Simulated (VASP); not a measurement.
# SiC in VASP: a series of runs

The runs below take SiC through single point, with PBE+D4.

Program: VASP 6.6.1. These are calculated values, not measurements. Logs are shortened: lines on timing, memory, paths and dates and some standing lists are left out, and cuts for length are marked.

**1. The sheet as given**

The cell holds a sheet with vacuum, 2 atoms: a = 3.118 Å, b = 3.118 Å, c = 23.800 Å, α = 90.00°, β = 90.00°, γ = 120.00°.

The cell was built by a generator and needn't be a form met in nature.

**2. Single point, PBE+D4**

INCAR

```
PREC = Accurate
ENCUT = 520
EDIFF = 1E-6
ISMEAR = 0
SIGMA = 0.03
LREAL = F
LASPH = T
NELM = 100
ALGO = Fast
ISIF = 2
LWAVE = F
LCHARG = F
LDIPOL = T
IDIPOL = 3
DIPOL = 0.5 0.5 0.294
GGA = PE
IVDW = 13
NBANDS = 11
```

KPOINTS

```
Automatic mesh
0
Gamma
  12 12 1
```

POSCAR

```
SiC
1.0
    3.1178587937      0.0000000000      0.0000000000
   -1.5589293968      2.7001449207      0.0000000000
    0.0000000000      0.0000000000     23.8000000000
Si C
1 1
Direct
    0.3333333333      0.6666666667      0.2941176471
    0.6666666667      0.3333333333      0.2941176471
```

Potentials or basis: VASP PAW PBE potentials, release 64 (Si, C).

Run with:

```
> cat potpaw_PBE.64/Si/POTCAR potpaw_PBE.64/C/POTCAR > POTCAR
> mpirun -np 1 vasp_std > vasp.out
```

OUTCAR:

```text
PREC = Accurate
   ENCUT = 520
   EDIFF = 1E-6
   ISMEAR = 0
   LREAL = F
   LASPH = T
   NELM = 100
   ISIF = 2
   GGA = PE
   IVDW = 13

 ion  position               nearest neighbor table
   1  0.333  0.667  0.294-   2 1.80   2 1.80   2 1.80
   2  0.667  0.333  0.294-   1 1.80   1 1.80   1 1.80

  LATTYP: Found a hexagonal cell.
 ALAT       =     3.1178587937
 C/A-ratio  =     7.6334438391

  Lattice vectors:

 A1 = (   3.1178587937,   0.0000000000,   0.0000000000)
 A2 = (  -1.5589293968,   2.7001449207,   0.0000000000)
 A3 = (   0.0000000000,   0.0000000000,  23.8000000000)

Analysis of symmetry for initial positions (statically):
=====================================================================
 Subroutine PRICEL returns:
 Original cell was already a primitive cell.

 Routine SETGRP: Setting up the symmetry group for a
 hexagonal supercell.

 Subroutine GETGRP returns: Found 12 space group operations
 (whereof  6 operations were pure point group operations)
 out of a pool of 24 trial point group operations.

The static configuration has the point symmetry C_3v.
 The point group associated with its full space group is D_3h.

Analysis of symmetry for dynamics (positions and initial velocities):
=====================================================================
 Subroutine PRICEL returns:
 Original cell was already a primitive cell.

 Routine SETGRP: Setting up the symmetry group for a
 hexagonal supercell.

 Subroutine GETGRP returns: Found 12 space group operations
 (whereof  6 operations were pure point group operations)
 out of a pool of 24 trial point group operations.

The dynamic configuration has the point symmetry C_3v.
 The point group associated with its full space group is D_3h.

 Subroutine INISYM returns: Found 12 space group operations
 (whereof  6 operations are pure point group operations),
 and found     1 'primitive' translations

----------------------------------------------------------------------------------------

                                     Primitive cell

  volume of cell :     200.3644

  direct lattice vectors                    reciprocal lattice vectors
     3.117858794  0.000000000  0.000000000     0.320732934  0.185175246  0.000000000
    -1.558929397  2.700144921  0.000000000     0.000000000  0.370350492  0.000000000
     0.000000000  0.000000000 23.800000000     0.000000000  0.000000000  0.042016807

  length of vectors
     3.117858794  3.117858794 23.800000000     0.370350492  0.370350492  0.042016807

  position of ions in fractional coordinates (direct lattice)
     0.333333333  0.666666667  0.294117647
     0.666666667  0.333333333  0.294117647
[... 91 lines left out ...]
     AMIX_MAG =   1.60;   BMIX_MAG =  1.00
  volume/ion in A,a.u.               =     100.18       676.06
  Fermi-wavevector in a.u.,A,eV,Ry     =   0.559540  1.057378  4.259784  0.313085
  Thomas-Fermi vector in A             =   1.595033
   LORBIT       =      0    0 simple, 1 ext, 2 COOP (PROOUT), +10 PAW based schemes
   GGA     = PE    functional components
   LHFCALC =     F    Hartree Fock is set to
   AEXX    =    0.0000 exact exchange contribution
   IVDW    =    13    specifies the selected vdW correction
   LEPSILON=     F    determine dielectric tensor
   LRPA    =     F    only Hartree local field effects (RPA)
 non-spin polarized calculation
 RMM-DIIS sequential band-by-band and
 Gauss-broadening in eV      SIGMA  =   0.03
  energy-cutoff  :      520.00
  volume of cell :      200.36
 maximum number of plane-waves:      5423
 NGX is ok and might be reduce to    24
   NGX = 11   NGY = 11   NGZ = 89

 dipolmoment           0.000000      0.000000     -0.000001 electrons x Angstroem

 number of electron       8.0000001 magnetization

 dipolmoment           0.000000      0.000000      0.000065 electrons x Angstroem

 Free energy of the ion-electron system (eV)
  ---------------------------------------------------
  ext. energy  EPLUGINS =         0.00000000
  ---------------------------------------------------
  free energy    TOTEN  =       -14.04799950 eV

  energy without entropy =      -14.04799950  energy(sigma->0) =      -14.04799950

 E-fermi :  -3.4984     XC(G=0):  -1.8804

 val. band max:       -3.6645159227   @ k =   0.3333   0.3333   0.0000
 cond. band min:      -1.1795232987   @ k =   0.3333   0.3333   0.0000
 fundamental gap:      2.4849926240
 Fermi energy:        -3.4984259400

 k-point     1 :       0.0000    0.0000    0.0000
  band No.  band energies     occupation
      1     -17.2661      2.00000
      2      -7.3706      2.00000
      3      -5.0273      2.00000
      4      -5.0273      2.00000
      5      -0.6319      0.00000
      6       1.0724      0.00000
      7       1.2769      0.00000
      8       1.8433      0.00000
      9       1.9061      0.00000
     10       3.6910      0.00000
     11       3.6912      0.00000
[... 239 lines left out ...]
 k-point    19 :       0.3333    0.3333    0.0000
  band No.  band energies     occupation
      1     -13.7954      2.00000
      2     -10.9350      2.00000
      3      -9.2612      2.00000
      4      -3.6645      2.00000
      5      -1.1795      0.00000
      6       3.2231      0.00000
      7       3.4395      0.00000
      8       5.0367      0.00000
      9       6.7852      0.00000
     10       7.7187      0.00000
     11       8.7209      0.00000

------------------------ aborting loop because EDIFF is reached ----------------------------------------

 vacuum level on the upper side and lower side of the slab       (xc-potential included)        -0.007        -0.008

  DFT-D4 for vdW energy calculation

  Edisp (eV):   -0.32335

  FORCE on cell =-STRESS in cart. coord.  units (eV):
  Direction    XX          YY          ZZ          XY          YZ          ZX
  --------------------------------------------------------------------------------------
  -------------------------------------------------------------------------------------
  Total      -0.00908    -0.00908     0.00625    -0.00000     0.00000     0.00000
  in kB      -0.07262    -0.07262     0.04998    -0.00000     0.00000     0.00000
  external pressure =       -0.03 kB  Pullay stress =        0.00 kB

 VOLUME and BASIS-vectors are now :
 -----------------------------------------------------------------------------
  energy-cutoff  :      520.00
  volume of cell :      200.36
      direct lattice vectors                 reciprocal lattice vectors
     3.117858794  0.000000000  0.000000000     0.320732934  0.185175246  0.000000000
    -1.558929397  2.700144921  0.000000000     0.000000000  0.370350492  0.000000000
     0.000000000  0.000000000 23.800000000     0.000000000  0.000000000  0.042016807

 POSITION                                       TOTAL-FORCE (eV/Angst)
 -----------------------------------------------------------------------------------
     -0.00000      1.80010      7.00000         0.000000     -0.000000      0.000000
      1.55893      0.90005      7.00000         0.000000      0.000000      0.000000
 -----------------------------------------------------------------------------------
    total drift:                                0.000000     -0.000000      0.000480

  FREE ENERGIE OF THE ION-ELECTRON SYSTEM (eV)
  ---------------------------------------------------
  free  energy   TOTEN  =       -14.3713446520 eV

  energy  without entropy=      -14.3713446520  energy(sigma->0) =      -14.37134465

 vacuum level on the upper side and lower side of the slab         1.368         1.367
```

stdout:

```text
POSCAR found type information on POSCAR SiC
 POSCAR found :  2 types and       2 ions
 scaLAPACK will be used
 LDA part: xc-table for (Slater+PW92), standard interpolation
 POSCAR, INCAR and KPOINTS ok, starting setup
 FFT: planning ... GRIDC
 FFT: planning ... GRID_SOFT
 FFT: planning ... GRID
 WAVECAR not read
 entering main loop
```

It took 90 s on 1 thread of AMD EPYC 7R43 (Zen 3), shared host; peak memory 0.26 GiB.

Results:

```yaml
Free_energy: -14.3713 eV
Band_gap_on_the_k_mesh: 2.48 eV, direct
Dispersion_energy_per_atom: -0.162 eV
```

**3. Single point, PBE+D4**

This run uses another cell than the first one, of 57.88 Å³/atom, 0.578 times its volume.

INCAR

```
PREC = Accurate
ENCUT = 520
EDIFF = 1E-7
ISMEAR = 0
SIGMA = 0.03
LREAL = F
LASPH = T
NELM = 100
ALGO = Normal
ISIF = 2
LWAVE = F
LCHARG = T
LDIPOL = T
IDIPOL = 3
DIPOL = 0.5 0.5 0.500
GGA = PE
IVDW = 13
LELF = T
LVHAR = T
LVACPOTAV = T
NBANDS = 11
```

KPOINTS is that of step 2.

POSCAR

```
SiC
1.0
    3.0900000000      0.0000000000      0.0000000000
   -1.5450000000      2.6760184977      0.0000000000
    0.0000000000      0.0000000000     14.0000000000
Si C
1 1
Direct
    0.3333330000      0.6666670000      0.5000000000
    0.6666670000      0.3333330000      0.5000000000
```

Potentials or basis: VASP PAW PBE potentials, release 64 (Si, C).

Run with:

```
> cat potpaw_PBE.64/Si/POTCAR potpaw_PBE.64/C/POTCAR > POTCAR
> mpirun -np 1 vasp_std > vasp.out
```

OUTCAR:

```text
PREC = Accurate
   ENCUT = 520
   EDIFF = 1E-7
   ISMEAR = 0
   LREAL = F
   LASPH = T
   NELM = 100
   ISIF = 2
   GGA = PE
   IVDW = 13

 ion  position               nearest neighbor table
   1  0.333  0.667  0.500-   2 1.78   2 1.78   2 1.78
   2  0.667  0.333  0.500-   1 1.78   1 1.78   1 1.78

  LATTYP: Found a hexagonal cell.
 ALAT       =     3.0900000000
 C/A-ratio  =     4.5307443366

  Lattice vectors:

 A1 = (   3.0900000000,   0.0000000000,   0.0000000000)
 A2 = (  -1.5450000000,   2.6760184977,   0.0000000000)
 A3 = (   0.0000000000,   0.0000000000,  14.0000000000)
[... 451 lines left out ...]

  Edisp (eV):   -0.30827

  FORCE on cell =-STRESS in cart. coord.  units (eV):
  Direction    XX          YY          ZZ          XY          YZ          ZX
  --------------------------------------------------------------------------------------
  -------------------------------------------------------------------------------------
  Total       0.98627     0.98627    -0.00758     0.00000     0.00000     0.00000
  in kB      13.64996    13.64996    -0.10486     0.00000     0.00000     0.00000
  external pressure =        9.07 kB  Pullay stress =        0.00 kB

 VOLUME and BASIS-vectors are now :
 -----------------------------------------------------------------------------
  energy-cutoff  :      520.00
  volume of cell :      115.76
      direct lattice vectors                 reciprocal lattice vectors
     3.090000000  0.000000000  0.000000000     0.323624595  0.186844747  0.000000000
    -1.545000000  2.676018498  0.000000000     0.000000000  0.373689495  0.000000000
     0.000000000  0.000000000 14.000000000     0.000000000  0.000000000  0.071428571

 POSITION                                       TOTAL-FORCE (eV/Angst)
 -----------------------------------------------------------------------------------
     -0.00000      1.78401      7.00000         0.000000      0.000000      0.000000
      1.54500      0.89201      7.00000        -0.000000      0.000000      0.000000
 -----------------------------------------------------------------------------------
    total drift:                               -0.000566      0.000326      0.000000

  FREE ENERGIE OF THE ION-ELECTRON SYSTEM (eV)
  ---------------------------------------------------
  free  energy   TOTEN  =       -14.3615563477 eV

  energy  without entropy=      -14.3615563477  energy(sigma->0) =      -14.36155635

 vacuum level on the upper side and lower side of the slab         2.363         2.363
```

OSZICAR:

```text
N       E                     dE             d eps       ncg     rms          rms(c)
DAV:   1     0.403801999968E+02    0.40380E+02   -0.28297E+03   418   0.510E+02
DAV:   2    -0.115612650151E+02   -0.51941E+02   -0.49611E+02   552   0.109E+02
DAV:   3    -0.167990596777E+02   -0.52378E+01   -0.52187E+01   551   0.384E+01
[... 13 lines left out ...]
DAV:  17    -0.140532682763E+02   -0.16794E-04   -0.16479E-06   532   0.579E-03    0.279E-03
DAV:  18    -0.140532821385E+02   -0.13862E-04   -0.12051E-06   448   0.410E-03    0.159E-03
DAV:  19    -0.140532846132E+02   -0.24747E-05   -0.15193E-07   499   0.154E-03    0.788E-04
DAV:  20    -0.140532850017E+02   -0.38848E-06   -0.19477E-08   488   0.664E-04    0.262E-04
DAV:  21    -0.140532850451E+02   -0.43450E-07   -0.81567E-10   541   0.130E-04
   1 F= -.14361556E+02 E0= -.14361556E+02  d E =-.119888E-21
```

Wall time 48 s (1 thread of AMD EPYC 7R43 (Zen 3), shared host); peak memory 0.2 GiB.

Results:

```
Free energy                            : -14.3616 eV
Band gap on the k mesh                 : 2.55 eV, indirect (least direct gap 2.57 eV)
Dispersion energy per atom             : -0.154 eV
Ionisation potential of the upper face : 5.03 eV
```

As with any semilocal functional, this PBE gap is likely too small.
